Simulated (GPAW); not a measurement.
## CsSnI3 in GPAW: the effect of functional

The system is CsSnI3.

```
Cs I Sn
1.0
     6.20570    0.00000    0.00000
     0.00000    6.20570    0.00000
     0.00000    0.00000    6.20570
Cs I Sn
1 3 1
Direct
  0.00000 0.00000 0.00000
  0.50000 0.50000 0.00000
  0.50000 0.00000 0.50000
  0.00000 0.50000 0.50000
  0.50000 0.50000 0.50000
```

Alike in all runs:

| Item | Value |
| --- | --- |
| Program | GPAW 26.7.0 |
| Task | dielectric tensor |
| Cutoff | 400 eV |
| Basis | pw |
| k mesh | 4 × 4 × 4 |
| Occupations | fermi-dirac, width 0.001 eV |
| Spin | no spin polarisation |

```tsv
functional	potentials or basis	dielectric constant (mean)
LDA	the program's PAW data sets (release 1.2.1) made for this functional	7.59
AM05	PAW data sets generated in the run's folder for this functional	7.39
PBEsol	PAW data sets generated in the run's folder for this functional	7.54
PBE	GPAW PAW data sets (gpaw-data 1.2.1)	7.31
RPBE	the program's PAW data sets (release 1.2.1) made for this functional	?
GLLB-SC	the program's PAW data sets (release 1.2.1) made for this functional	6.37
```

Problem. What does the run with functional RPBE give?

Solution. Dielectric constant 7.12 mean.

Caveats: the long-wavelength limit can be off by a per cent or two; the cell was measured hot, at 500 K; a model potential gives levels but no total energy (some runs); response on these states lacks terms of the Hamiltonian (some runs).
